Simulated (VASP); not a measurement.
# NbH (Cmme) in VASP: further runs, part 2 of 2

VASP 6.6.1. Earlier steps stand in the parts before.

## 3. Relaxation of cell and atoms, r2SCAN

This run uses another cell than the first one, of 10.61 Å³/atom, 1.015 times its volume.

Input file POSCAR:

```
NbH
1.0
    1.8453665700     -2.3932005300      0.0000000000
    1.8453665700      2.3932005300      0.0000000000
    0.0000000000      0.0000000000      4.8042291500
Nb H
2 2
Direct
    0.7500000010      0.2499999990      0.2688388792
    0.2499999990      0.7500000010      0.7311611208
    0.2499999986      0.2499999986      0.0000000000
    0.7500000014      0.7500000014      0.0000000000
```

Input file INCAR.step1:

```
ALGO = Normal
EDIFF = 1E-4
ENCUT = 600
GGA = PE
ISMEAR = -1
LASPH = True
LCHARG = False
LREAL = False
LWAVE = True
NELM = 100
PREC = Accurate
SIGMA = 0.02
```

Input file INCAR.step2:

```
ALGO = Normal
EDIFF = 1E-6
EDIFFG = -0.01
ENCUT = 600
IBRION = 2
ISIF = 8
ISMEAR = -1
ISTART = 1
LASPH = True
LCHARG = False
LMIXTAU = True
LREAL = False
LWAVE = False
METAGGA = R2SCAN
NELM = 100
NSW = 80
PREC = Accurate
SIGMA = 0.02
```

Input file KPOINTS:

```
k-points
0
Gamma
  6 6 4
```

Potentials or basis: VASP PAW PBE potentials, release 64 (Nb_sv, H).

The run is started by

```
$ cat potpaw_PBE.64/Nb_sv/POTCAR potpaw_PBE.64/H/POTCAR > POTCAR
$ cp INCAR.step1 INCAR
$ mpirun -np 1 vasp_std > vasp.out
$ cp INCAR.step2 INCAR
$ mpirun -np 1 vasp_std > vasp.out
```

OUTCAR:

```text
EDIFF = 1E-6
   EDIFFG = -0.01
   ENCUT = 600
   IBRION = 2
   ISIF = 8
   ISMEAR = -1
   ISTART = 1
   LASPH = True
   LREAL = False
   METAGGA = R2SCAN
   NELM = 100
   NSW = 80
   PREC = Accurate

 ion  position               nearest neighbor table
   1  0.750  0.250  0.269-   2 2.89   2 2.89
   2  0.250  0.750  0.731-   1 2.89   1 2.89
   3  0.250  0.250  0.000-
   4  0.750  0.750  0.000-

  LATTYP: Found a base centered orthorhombic cell.
 ALAT       =     3.6907331400
 B/A-ratio  =     1.2968699926
 C/A-ratio  =     1.3017004936

  Lattice vectors:

 A1 = (   1.8453665700,  -2.3932005300,   0.0000000000)
 A2 = (   1.8453665700,   2.3932005300,   0.0000000000)
 A3 = (   0.0000000000,   0.0000000000,   4.8042291500)

Analysis of symmetry for initial positions (statically):
=====================================================================
 Subroutine PRICEL returns:
 Original cell was already a primitive cell.

 Routine SETGRP: Setting up the symmetry group for a
 base centered orthorhombic supercell.

 Subroutine GETGRP returns: Found  8 space group operations
 (whereof  4 operations were pure point group operations)
 out of a pool of  8 trial point group operations.

The static configuration has the point symmetry C_2h.
 The point group associated with its full space group is D_2h.

Analysis of symmetry for dynamics (positions and initial velocities):
=====================================================================
 Subroutine PRICEL returns:
 Original cell was already a primitive cell.

 Routine SETGRP: Setting up the symmetry group for a
 base centered orthorhombic supercell.

 Subroutine GETGRP returns: Found  8 space group operations
 (whereof  4 operations were pure point group operations)
 out of a pool of  8 trial point group operations.

The dynamic configuration has the point symmetry C_2h.
 The point group associated with its full space group is D_2h.

 Subroutine INISYM returns: Found  8 space group operations
 (whereof  4 operations are pure point group operations),
 and found     1 'primitive' translations

----------------------------------------------------------------------------------------

                                     Primitive cell

  volume of cell :      42.4341

  direct lattice vectors                    reciprocal lattice vectors
     1.845366570 -2.393200530  0.000000000     0.270948877 -0.208925242  0.000000000
     1.845366570  2.393200530  0.000000000     0.270948877  0.208925242  0.000000000
     0.000000000  0.000000000  4.804229150     0.000000000  0.000000000  0.208149938

  length of vectors
     3.022050058  3.022050058  4.804229150     0.342144780  0.342144780  0.208149938

  position of ions in fractional coordinates (direct lattice)
     0.750000001  0.249999999  0.268838879
     0.249999999  0.750000001  0.731161121
     0.249999999  0.249999999  0.000000000
     0.750000001  0.750000001  0.000000000

  ion indices of the primitive-cell ions
   primitive index   ion index
                 1           1
                 2           2
                 3           3
                 4           4

----------------------------------------------------------------------------------------

 KPOINTS: k-points
[... 29 lines left out ...]
  0.166667  0.166667  0.000000      2.000000
  0.333333  0.166667  0.000000      4.000000
[... 16 lines left out ...]
  0.333333  0.333333  0.250000      4.000000
  0.500000  0.333333  0.250000      8.000000
 [... further k-points ...]
   k-points           NKPTS =     39   k-points in BZ     NKDIM =     39   number of bands    NBANDS=     18
   number of dos      NEDOS =    301   number of ions     NIONS =      4
   total plane-waves  NPLWV =  23040
   dimension x,y,z NGX =    24 NGY =   24 NGZ =   40
   dimension x,y,z NGXF=    48 NGYF=   48 NGZF=   80
   ions per type =               2   2
   NGX,Y,Z   is equivalent  to a cutoff of  13.20, 13.20, 13.84 a.u.
   NGXF,Y,Z  is equivalent  to a cutoff of  26.41, 26.41, 27.68 a.u.
 SYSTEM =  unknown system
   PREC   = accura    normal or accurate (medium, high low for compatibility)
   ISTART =      1    job   : 0-new  1-cont  2-samecut
   ICHARG =      0    charge: 1-file 2-atom 10-const
   ISPIN  =      1    spin polarized calculation?
   LNONCOLLINEAR =      F non collinear calculations
   LSORBIT =      F    spin-orbit coupling
   LASPH  =      T    aspherical Exc in radial PAW
   ENCUT  =  600.0 eV  44.10 Ry    6.64 a.u.   6.04  6.04  9.60*2*pi/ulx,y,z
   NELM   =    100;   NELMIN=  2; NELMDL=  0     # of ELM steps
   EDIFF  = 0.1E-05   stopping-criterion for ELM
   LREAL  =      F    real-space projection
   EDIFFG = -.1E-01   stopping-criterion for IOM
   NSW    =     80    number of steps for IOM
   IBRION =      2    ionic relax: 0-MD 1-quasi-New 2-CG
   NFREE  =      1    steps in history (QN), initial steepest desc. (CG)
   ISIF   =      8    stress and relaxation
   ISYM   =      2    0-nonsym 1-usesym 2-fastsym
   POTIM  = 0.5000    time-step for ionic-motion
   TEBEG  =    0.0;   TEEND  =   0.0 temperature during run
   PSTRESS=    0.0 pullay stress
   NELECT =      28.0000    total number of electrons
   NUPDOWN=      -1.0000    fix difference up-down
   EMIN   =  10.00;   EMAX   =-10.00  energy-range for DOS
   EFERMI =   0.00;   METHOD = LEGACY
   ISMEAR =    -1;   SIGMA  =   0.02  broadening in eV -4-tet -1-fermi 0-gaus
   EFERMI_NEDOS =   21; number of points for ismear=-14 and -15
   IALGO  =     38    algorithm
   IMIX   =      4    mixing-type and parameters
     AMIX     =   0.40;   BMIX     =  1.00
     AMIX_MAG =   1.60;   BMIX_MAG =  1.00
  volume/ion in A,a.u.               =      10.61        71.59
  Fermi-wavevector in a.u.,A,eV,Ry     =   1.425243  2.693319 27.637768  2.031319
  Thomas-Fermi vector in A             =   2.545648
   LORBIT       =      0    0 simple, 1 ext, 2 COOP (PROOUT), +10 PAW based schemes
   METAGGA = R2SCAN    functional components
   LHFCALC =     F    Hartree Fock is set to
   AEXX    =    0.0000 exact exchange contribution
   IVDW    =     0    specifies the selected vdW correction
   LEPSILON=     F    determine dielectric tensor
   LRPA    =     F    only Hartree local field effects (RPA)
 conjugate gradient relaxation of ions
 non-spin polarized calculation
  energy-cutoff  :      600.00
  volume of cell :       42.43
 maximum number of plane-waves:      1440
   NGX = 13   NGY = 13   NGZ = 19

--------------------------------------- Ionic step        1  -------------------------------------------

 number of electron      28.0000000 magnetization

 Free energy of the ion-electron system (eV)
  ---------------------------------------------------
  ext. energy  EPLUGINS =         0.00000000
  ---------------------------------------------------
  free energy    TOTEN  =       -57.44089838 eV

  energy without entropy =      -57.44079633  energy(sigma->0) =      -57.44084736

------------------------ aborting loop because EDIFF is reached ----------------------------------------

  FORCE on cell =-STRESS in cart. coord.  units (eV):
  Direction    XX          YY          ZZ          XY          YZ          ZX
  --------------------------------------------------------------------------------------
  -------------------------------------------------------------------------------------
  Total       -0.8047607     -0.6191263     -1.0100899      0.0000000      0.0000000      0.0000000
  in kB      -30.3851840    -23.3762262    -38.1377587      0.0000000      0.0000000      0.0000000
  external PRESSURE =     -30.6330563 kB  Pullay stress =       0.0000000 kB
[... 63 lines left out ...]
--------------------------------------- Ionic step        3  -------------------------------------------

 number of electron      27.9999997 magnetization

 Free energy of the ion-electron system (eV)
  ---------------------------------------------------
  ext. energy  EPLUGINS =         0.00000000
  ---------------------------------------------------
  free energy    TOTEN  =       -57.44752696 eV

  energy without entropy =      -57.44742964  energy(sigma->0) =      -57.44747830

 E-fermi :  10.4411     XC(G=0): -13.2893

 val. band max:       10.3351104593   @ k =  -0.3333   0.3333   0.0000
 cond. band min:      10.5450056483   @ k =  -0.1667   0.1667   0.2500
 fundamental gap:      0.2098951891
 Fermi energy:        10.4410578367

 k-point     1 :       0.0000    0.0000    0.0000
  band No.  band energies     occupation
      1     -46.4391      2.00000
      2     -46.2581      2.00000
      3     -22.2848      2.00000
      4     -21.6070      2.00000
      5     -21.3004      2.00000
      6     -21.2687      2.00000
[... 481 lines left out ...]
      5     -21.7954      2.00000
      6     -21.7739      2.00000
[... 10 lines left out ...]
     17      13.7087      0.00000
     18      14.4269      0.00000

 [... further k-points ...]
[... 5 lines left out ...]
  --------------------------------------------------------------------------------------
  -------------------------------------------------------------------------------------
  Total       -0.1123210      0.2485239     -0.1434519      0.0000000     -0.0000000      0.0000000
  in kB       -4.3100988      9.5366184     -5.5046879      0.0000000     -0.0000000      0.0000000
  external PRESSURE =      -0.0927228 kB  Pullay stress =       0.0000000 kB
[... 19 lines left out ...]
  FREE ENERGIE OF THE ION-ELECTRON SYSTEM (eV)
  ---------------------------------------------------
  free  energy   TOTEN  =       -57.4475269591 eV

  energy  without entropy=      -57.4474296360  energy(sigma->0) =      -57.44747830

 reached required accuracy - stopping structural energy minimisation
```

Wall time 3.7 min (1 thread of Intel Xeon Platinum 8559C (Emerald Rapids), shared host); peak memory 0.19 GiB.

What came out:

```yaml
Free_energy: -57.4475 eV
Relaxed_volume: 10.44 Å³/atom
Relaxed_cell: a = 3.006 Å, b = 3.006 Å, c = 4.778 Å, α = 90.00°, β = 90.00°, γ = 104.73°
Space_group_after_relaxing_to_0.05_Å: Cmme (No. 67)
Energy_gained_by_relaxing: 1.7 meV/atom
Ionic_steps: 3
Pressure_after_relaxing: 0.0 GPa
Band_gap_on_the_k_mesh: none (metal or under the smearing width)
```

Stress tensor (GPa, compression positive):
```
-0.43  0.00  0.00
 0.00  0.95  0.00
 0.00  0.00 -0.55
```

The path:
```tsv
step	energy change (eV)	largest force (eV/Å)	pressure (GPa)	volume (Å³)
1	0.0000	0.0459	-3.06	42.43
2	-0.0021	0.0397	2.63	41.20
3	-0.0066	0.0010	-0.01	41.75
```

Final structure:
```
Nb H
1.0
     1.83543   -2.38032    0.00000
     1.83543    2.38032    0.00000
     0.00000    0.00000    4.77837
Nb H
2 2
Direct
  0.75000 0.25000 0.26859
  0.25000 0.75000 0.73141
  0.25000 0.25000 0.00000
  0.75000 0.75000 0.00000
```

Caveat: the PAW data sets were made with another functional, which shifts forces and pressure a little.
